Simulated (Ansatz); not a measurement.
# Se on K(100): change of the work function, part 4 of 5

How does Se on the hollow site change the work function of K(100) as the layer fills?

Ansatz 0.2.0; plane-wave DFT, PBE, Ansatz PAW (the session's first sound run).

So far, work function, upper face (eV): step 2 (the clean slab) 2.24; step 3 (46 atoms, coverage 0.111 ML, cell 3x3) 2.23; step 4 (21 atoms, coverage 0.25 ML, cell 2x2) 2.20.

**5. Adsorbate added, k-mesh 3×3×1, coverage 0.5 ML**

System of this step: K10Se (Se/K(100)). The cell holds 22 atoms: 20 K and 2 Se. Cell: a = 10.460 Å, b = 10.460 Å, c = 29.172 Å, α = 90.0°, β = 90.0°, γ = 90.0°. Vacuum lies along c.

Another coverage, to see how the dipoles act on each other as their distance changes.

The input, input.yaml:

```yaml
crystal:
  lattice:
    - [10.46, 0.0, 0.0]
    - [0.0, 10.46, 0.0]
    - [0.0, 0.0, 29.1720629534]
  atoms:
    - { symbol: K, position: [0.0, 0.0, 0.3085143486] }
    - { symbol: K, position: [0.25, 0.25, 0.3981549066] }
    - { symbol: K, position: [0.0, 0.0, 0.4894652658] }
    - { symbol: K, position: [0.25, 0.25, 0.5812524765] }
    - { symbol: K, position: [0.0, 0.0, 0.6743459653] }
    - { symbol: K, position: [0.0, 0.5, 0.3085143486] }
    - { symbol: K, position: [0.25, 0.75, 0.3981549066] }
    - { symbol: K, position: [0.0, 0.5, 0.4894652658] }
    - { symbol: K, position: [0.25, 0.75, 0.5812524765] }
    - { symbol: K, position: [0.0, 0.5, 0.6743459653] }
    - { symbol: K, position: [0.5, 0.0, 0.3085143486] }
    - { symbol: K, position: [0.75, 0.25, 0.3981549066] }
    - { symbol: K, position: [0.5, 0.0, 0.4894652658] }
    - { symbol: K, position: [0.75, 0.25, 0.5812524765] }
    - { symbol: K, position: [0.5, 0.0, 0.6743459653] }
    - { symbol: K, position: [0.5, 0.5, 0.3085143486] }
    - { symbol: K, position: [0.75, 0.75, 0.3981549066] }
    - { symbol: K, position: [0.5, 0.5, 0.4894652658] }
    - { symbol: K, position: [0.75, 0.75, 0.5812524765] }
    - { symbol: K, position: [0.5, 0.5, 0.6743459653] }
    - { symbol: Se, position: [0.25, 0.25, 0.6914856514] }
    - { symbol: Se, position: [0.75, 0.75, 0.6914856514] }
kpoints:
  mp_grid: { grid: [3, 3, 1] }
hamiltonian:
  xc: pbe
scf:
  occupations: { method: fermi_dirac, width: 0.1 }
  convergence: { dr2_threshold: 1.0e-08 }
efield:
  axis: 3
  dipole_correction: true
  ramp_position: 0.97
  ramp_width: 0.06
relax:
  f_tol: 0.02
  max_steps: 60
  constraints: [{ sites: [0, 1, 5, 6, 10, 11, 15, 16] }]
output:
  bader: true
  dos: { projected: true, e_range: [-8, 4] }
  write_potential: true
  write_density: true
  volumetric_format: npy
```

On the command line:

```console
$ ansatz run input.yaml --threads 4 --pin off --max-ram 12288MiB --backend cpu --events-out ev --progress --plain --runs-dir out
```

Numbers of over 12 decimals in the logs are rounded to 6 here.

What it wrote:

```text
[...]
Crystal: 22 atoms, lattice volume = 3191.762 Å³
Basis set: ecut = 420 eV, 62301 PW (Γ), exchange–correlation on 144×144×400 points (8 copies of the dense FFT grid, shifted against one another)
Bands: 128, of which v1, the nominal top of the filled ones, is band 106 counted from 1 (105 counted from 0)
Symmetry: 16 space group operations
[...]
2      K     -0.0506     0.0000
     3      K      0.6027     0.0000
     4      K      0.7409     0.0000
     5      K     -0.1136     0.0000
     6      K      0.1401     0.0000
     7      K     -0.0506     0.0000
[...]
18      K      0.6027     0.0000
    19      K      0.7409     0.0000
    20     Se     -1.6304     0.0000
    21     Se     -1.6304     0.0000
  estimated error of the sums over rays = 7.2e-4 e
[key lines of the parts left out:]
SCF converged after 9 iterations
Free energy (F): -41697.079798 eV
Fermi energy:    -0.343954 eV
Dipole field:    D = -0.014037 V/Å  (p = -0.247592 e·Å, saw-weighted, corrected)
Work function:   Φ+ = 2.6483 eV   Φ− = 2.2388 eV
```

Elapsed: 3.6 min, on 4 threads of Arm Neoverse V2, shared host; peak memory 5.8 GiB.

Relaxation path:

```
step  energy less that of the first step (eV)  largest force component (eV/Å)
   1                                   0.0000                          0.5839
   2                                  -0.1468                          0.3825
   3                                  -0.2679                          0.1393
   4                                  -0.2917                          0.0130
   5                                  -0.2952                          0.0122
   6                                  -0.2979                          0.0077
```

Forces are held to the 16 operations that the run works with; a distortion that breaks them can't arise in this run.

The atoms that moved most (Å):

```
atom     dx     dy     dz  length
  K5  0.000  0.000  0.627   0.627
 K10  0.000  0.000  0.627   0.627
 K15  0.000  0.000  0.627   0.627
 K20  0.000  0.000  0.627   0.627
 K19  0.000  0.000  0.282   0.282
  K4  0.000  0.000  0.282   0.282
Se21  0.000  0.000  0.134   0.134
Se22  0.000  0.000  0.134   0.134
```

Final coordinates:

```
K Se
1.0
    10.46000    0.00000    0.00000
     0.00000   10.46000    0.00000
     0.00000    0.00000   29.17206
K Se
20 2
Cartesian
  0.0000 0.0000 9.0000
  2.6150 2.6150 11.6150
  0.0000 0.0000 14.2506
  2.6150 2.6150 17.2381
  0.0000 0.0000 20.2992
  0.0000 5.2300 9.0000
  2.6150 7.8450 11.6150
  0.0000 5.2300 14.2506
  2.6150 7.8450 16.9682
  0.0000 5.2300 20.2992
  5.2300 0.0000 9.0000
  7.8450 2.6150 11.6150
  5.2300 0.0000 14.2506
  7.8450 2.6150 16.9682
  5.2300 0.0000 20.2992
  5.2300 5.2300 9.0000
  7.8450 7.8450 11.6150
  5.2300 5.2300 14.2506
  7.8450 7.8450 17.2381
  5.2300 5.2300 20.2992
  2.6150 2.6150 20.3056
  7.8450 7.8450 20.3056
```

The density of states has structure finer than the step of the table below, so its rows give means over 0.25 eV, whole bins alone (the curve runs from -8 to 1.5 eV). Peaks (eV: height): -1.470: 51.2, -1.290: 54.1, -1.110: 55.5, 0.270: 39.3, 0.420: 38.3, 1.110: 39.2, 1.440: 60.1.

Density of states against energy, zero at the Fermi level; means over each step:

```
energy (eV)  density of states (states/eV a cell)
      -2.25                                     0
      -2.00                                 0.487
      -1.75                                  8.96
      -1.50                                  18.0
      -1.25                                  25.3
      -1.00                                  11.6
      -0.75                                  6.84
      -0.50                                  15.5
      -0.25                                  10.7
       0.00                                  15.6
       0.25                                  15.3
       0.50                                  22.2
       0.75                                  22.9
       1.00                                  24.1
       1.25                                  19.6
```

The relaxation took 6 steps and lowered the energy by 0.30 eV; the largest force on the free atoms ends at 0.0077 eV/Å.

The covered face has 2.65 eV, +0.41 eV against the clean one; the bare back face has moved by -0.01 eV, a measure of how thin the slab is. The added atoms end 0.0 Å over the highest substrate atom on average, so this is no overlayer any more.

**6. Adsorbate added, k-mesh 6×6×1, coverage 1 ML**

System of this step: K5Se (Se/K(100)). The cell holds 6 atoms: 5 K and 1 Se. Cell: a = 5.230 Å, b = 5.230 Å, c = 29.172 Å, α = 90.0°, β = 90.0°, γ = 90.0°. Vacuum lies along c.

Another coverage, to see how the dipoles act on each other as their distance changes.

input.yaml, the sections that differ from step 5:

```yaml
crystal:
  lattice:
    - [5.23, 0.0, 0.0]
    - [0.0, 5.23, 0.0]
    - [0.0, 0.0, 29.1720629534]
  atoms:
    - { symbol: K, position: [0.0, 0.0, 0.3085143486] }
    - { symbol: K, position: [0.5, 0.5, 0.3981549066] }
    - { symbol: K, position: [0.0, 0.0, 0.4894652658] }
    - { symbol: K, position: [0.5, 0.5, 0.5812524765] }
    - { symbol: K, position: [0.0, 0.0, 0.6743459653] }
    - { symbol: Se, position: [0.5, 0.5, 0.6914856514] }
kpoints:
  mp_grid: { grid: [6, 6, 1] }
relax:
  f_tol: 0.02
  max_steps: 60
  constraints: [{ sites: [0, 1] }]
output:
  bader: true
  write_potential: true
  write_density: true
  volumetric_format: npy
# hamiltonian, scf, efield: as in step 5
```

What it wrote:

```text
[...]
Crystal: 6 atoms, lattice volume = 797.941 Å³
Basis set: ecut = 420 eV, 15641 PW (Γ), exchange–correlation on 72×72×400 points (8 copies of the dense FFT grid, shifted against one another)
Bands: 37, of which v1, the nominal top of the filled ones, is band 31 counted from 1 (30 counted from 0)
Symmetry: 8 space group operations
[...]
- { symbol: K, position: [0, 0.0, 0.712172] }
    - { symbol: Se, position: [0.5, 0.5, 0.696783] }
--- Bader charges: 6 sites ---
  site symbol  charge [e]  shift [e]
     0      K     -0.1251     0.0000
     1      K      0.1688     0.0000
     2      K     -0.1954     0.0000
     3      K      0.6033     0.0000
     4      K      0.8369     0.0000
     5     Se     -1.2886     0.0000
  estimated error of the sums over rays = 3.4e-4 e
[key lines of the parts left out:]
SCF converged after 7 iterations
Free energy (F): -13159.397571 eV
Fermi energy:    -0.745671 eV
Dipole field:    D = -0.062497 V/Å  (p = -0.275593 e·Å, saw-weighted, corrected)
Work function:   Φ+ = 4.0375 eV   Φ− = 2.2143 eV
```

Elapsed: 54 s, on 4 threads; peak memory 1.1 GiB; 3.5 min of CPU time.

Relaxation path:

```
step  energy less that of the first step (eV)  largest force component (eV/Å)
   1                                   0.0000                          0.9323
   2                                  -0.1924                          0.6860
   3                                  -0.2939                          0.4822
   4                                  -0.3617                          0.1262
   5                                  -0.3710                          0.0462
   6                                  -0.3739                          0.0149
   7                                  -0.3752                          0.0218
   8                                  -0.3756                          0.0122
   9                                  -0.3757                          0.0021
```

Forces are held to the 8 operations that the run works with; a distortion that breaks them can't arise in this run.

The atoms that moved most (Å):

```
atom     dx     dy      dz  length
  K5  0.000  0.000   1.103   1.103
  K4  0.000  0.000   0.406   0.406
 Se6  0.000  0.000   0.155   0.155
  K3  0.000  0.000  -0.059   0.059
```

Running mean over 2.615 Å of the planar mean; the ramp of the sawtooth is left out. Electron's electrostatic potential energy less the Fermi level against z:

```
z (Å)  electron's electrostatic potential energy less the Fermi level (eV)
  3.5                                                                 2.21
  4.0                                                                 2.21
  4.5                                                                 2.20
  5.0                                                                 2.18
  5.5                                                                 2.15
  6.0                                                                 2.08
  6.5                                                                 1.94
  7.0                                                                 1.63
  7.5                                                                0.914
  8.0                                                               0.0159
  8.5                                                               -0.548
  9.0                                                               -0.721
  9.5                                                               -0.750
 10.0                                                               -0.727
 10.5                                                               -0.697
 11.0                                                               -0.679
 11.5                                                               -0.679
 12.0                                                               -0.691
 12.5                                                               -0.710
 13.0                                                               -0.713
 13.5                                                               -0.689
 14.0                                                               -0.642
 14.5                                                               -0.556
 15.0                                                               -0.321
 15.5                                                               0.0866
 16.0                                                                0.112
 16.5                                                               -0.267
 17.0                                                               -0.398
 17.5                                                               -0.123
 18.0                                                                0.461
 18.5                                                                 1.21
 19.0                                                                 1.64
 19.5                                                                 1.24
 20.0                                                                0.574
 20.5                                                                0.346
 21.0                                                                0.501
 21.5                                                                 1.17
 22.0                                                                 2.30
 22.5                                                                 3.41
 23.0                                                                 3.88
 23.5                                                                 3.99
 24.0                                                                 4.02
 24.5                                                                 4.03
 25.0                                                                 4.04
 25.5                                                                 4.04
```

The relaxation took 9 steps and lowered the energy by 0.38 eV; the largest force on the free atoms ends at 0.0021 eV/Å.

The covered face has 4.04 eV, +1.80 eV against the clean one; the bare back face has moved by -0.03 eV, a measure of how thin the slab is. The added atoms end 0.4 Å under the highest substrate atom on average, so this is no overlayer any more.

**7. Work function against coverage**

This step: plane-wave DFT, PBE, Ansatz PAW; work function against coverage (Ansatz 0.2.0).

The runs are now put side by side.

This step gave:

```yaml
work_function_of_the_clean_face: 2.241 eV
largest_change_of_the_work_function: 1.796 eV
```

The work function of the covered face by coverage:

```
coverage (adsorbates/nm²)  work function of the covered face (eV)
                     0.00                                    2.24
                     0.41                                    2.23
                     0.91                                    2.20
                     1.83                                    2.65
                     3.66                                    4.04
```

The dipole per adsorbate comes from the change of the cell's dipole. Coverage, by row:

```
coverage (1/nm²)  coverage (ML)  work function (eV)  change (eV)  dipole per adsorbate, positive end outwards (debye)  mean height of the added atoms over the highest substrate atom (Å)
          0.4062         0.1111               2.232    -0.008745                                                0.007                                                              0.1056
           0.914           0.25               2.198     -0.04262                                                0.063                                                             0.08626
           1.828            0.5               2.648       0.4072                                               -0.599                                                            0.006405
           3.656              1               4.037        1.796                                               -1.326                                                             -0.4489
```

**8. The 0.25 ML cell at another level of theory, cutoff 420 eV, functional RPBE**

This step: plane-wave DFT, RPBE, Ansatz PAW (Ansatz 0.2.0).

System of this step: K20Se (Se/K(100)). The cell holds 21 atoms: 20 K and 1 Se. Its edges and angles: a = 10.460 Å, b = 10.460 Å, c = 29.172 Å, α = 90.0°, β = 90.0°, γ = 90.0°. Vacuum lies along c.

The geometry is kept and the functional is RPBE.

The input, input.yaml:

```yaml
crystal:
  lattice:
    - [10.46, 0.0, 0.0]
    - [0.0, 10.46, 0.0]
    - [0.0, 0.0, 29.1720629534]
  atoms:
    - { symbol: K, position: [0.0, 0.0, 0.3085143486] }
    - { symbol: K, position: [0.25, 0.25, 0.3981549066] }
    - { symbol: K, position: [-0.0072615171, -0.0072615171, 0.489052973] }
    - { symbol: K, position: [0.25, 0.25, 0.5731554789] }
    - { symbol: K, position: [0.0367229794, 0.0367229794, 0.678693906] }
    - { symbol: K, position: [0.0, 0.5, 0.3085143486] }
    - { symbol: K, position: [0.25, 0.75, 0.3981549066] }
    - { symbol: K, position: [-0.0072615171, 0.5072615171, 0.489052973] }
    - { symbol: K, position: [0.25, 0.75, 0.5798553518] }
    - { symbol: K, position: [0.0367229794, 0.4632770206, 0.678693906] }
    - { symbol: K, position: [0.5, 0.0, 0.3085143486] }
    - { symbol: K, position: [0.75, 0.25, 0.3981549066] }
    - { symbol: K, position: [0.5072615171, -0.0072615171, 0.489052973] }
    - { symbol: K, position: [0.75, 0.25, 0.5798553518] }
    - { symbol: K, position: [0.4632770206, 0.0367229794, 0.678693906] }
    - { symbol: K, position: [0.5, 0.5, 0.3085143486] }
    - { symbol: K, position: [0.75, 0.75, 0.3981549066] }
    - { symbol: K, position: [0.5072615171, 0.5072615171, 0.489052973] }
    - { symbol: K, position: [0.75, 0.75, 0.5952584764] }
    - { symbol: K, position: [0.4632770206, 0.4632770206, 0.678693906] }
    - { symbol: Se, position: [0.25, 0.25, 0.6816507595] }
kpoints:
  mp_grid: { grid: [3, 3, 1] }
hamiltonian:
  xc: rpbe
scf:
  occupations: { method: fermi_dirac, width: 0.1 }
  convergence: { dr2_threshold: 1.0e-08 }
efield:
  axis: 3
  dipole_correction: true
  ramp_position: 0.97
  ramp_width: 0.06
output:
  write_potential: true
  write_density: true
  volumetric_format: npy
```

What it wrote:

```text
[...]
Crystal: 21 atoms, lattice volume = 3191.762 Å³
Basis set: ecut = 420 eV, 62301 PW (Γ)
Bands: 119, of which v1, the nominal top of the filled ones, is band 98 counted from 1 (97 counted from 0)
Symmetry: 8 space group operations
[...]
k-points: 3 of 9
[...]
SCF iter   1: F=—  HF=-36318.758678 eV  |F-HF|=—  |Δ(HF+E_count)|=         —  Δρ=1.74e-3  dr2=4.69e0  ethr=1.77e-3  p=0.339 e·Å  D=1.92e-2 V/Å  ΔV_dip=-0.56 eV  dr2_dipole=2.96e0  V_vac-E_F(+/−)=1.69/2.25 eV  ⟨swp⟩=13.7  Hψ=2071  notcnv=0
[...]
SCF iter  11: F=-36318.500428 eV  HF=-36318.500428 eV  |F-HF|=4.80e-10  |Δ(HF+E_count)|=   4.84e-9  Δρ=2.09e-7  dr2=4.72e-9  ethr=5.10e-12  p=0.009 e·Å  D=4.97e-4 V/Å  ΔV_dip=-0.01 eV  dr2_dipole=2.87e-10  V_vac-E_F(+/−)=2.14/2.16 eV  ⟨swp⟩=12.0  Hψ=1245  notcnv=0
SCF 1 converged in 11 iterations: F = -36318.500428 eV  dr2 = 4.72e-9
[...]
SCF converged after 11 iterations
Free energy (F): -36318.500428 eV
[...]
Internal energy: -36317.946677 eV  (E = F + TS)
E sigma→0 (E₀):  -36318.223553 eV
Entropy (-TS):   -0.553751 eV (-26.369 meV/atom)
Fermi energy:    -0.174859 eV
Dipole field:    D = 0.000492 V/Å  (p = 0.008671 e·Å, saw-weighted, corrected)
Work function:   Φ+ = 2.1428 eV   Φ− = 2.1571 eV
[...]
--- Band table (eV) ---
  k-point 0: bands = [... 94 lower, -0.6858, -0.6209, -0.2641, -0.1688, -0.1688, -0.0888, -0.0243, 0.4444, ... 17 higher]
  k-point 1: bands = [... 94 lower, -0.5394, -0.5017, -0.2451, -0.1224, -0.0849, -0.0365, 0.0233, 0.0726, ... 17 higher]
  k-point 2: bands = [... 94 lower, -0.7843, -0.7177, -0.5308, -0.3116, -0.1033, -0.0128, 0.2058, 0.3973, ... 17 higher]
```

It took 50 s on 4 threads; peak memory 4.8 GiB.

In the SCF lines HF is the Harris–Foulkes energy and dr2 the Hartree energy of the density residual, in eV; the loop may stop once dr2 is under the threshold and the program's other checks hold. Hψ counts applications of the Hamiltonian.

This step gave:

| Property | Result |
| --- | --- |
| energy at zero smearing | -36318.2236 eV |
| work function, upper face | 2.143 eV |
| dipole along the normal | 0.008671 e·Å |

The work function comes to 2.14 eV, -0.06 eV from the first level.

(Continued in part 5 of 5.)

[Logs are printed without paths, hosts, clocks, repeated set-up lines and the standing remarks that a program may print on its own settings, such as how far it seeks lower states.]

[Hosts, paths, dates, database ids (printed as entryN), source tags and the programs' standing remarks are cut or masked in the printed files.]

[Maps of the electrostatic potential energy from Ansatz leave out the sawtooth potential of an applied field or a dipole correction, so their vacuum need not be flat; planar profiles and work functions include it.]

[The density of states shown here was stored with 400 of the rows of the run's finer table, so its peaks can read low, often by over a quarter, or be missed, and its means over a window can be off by a tenth or more.]
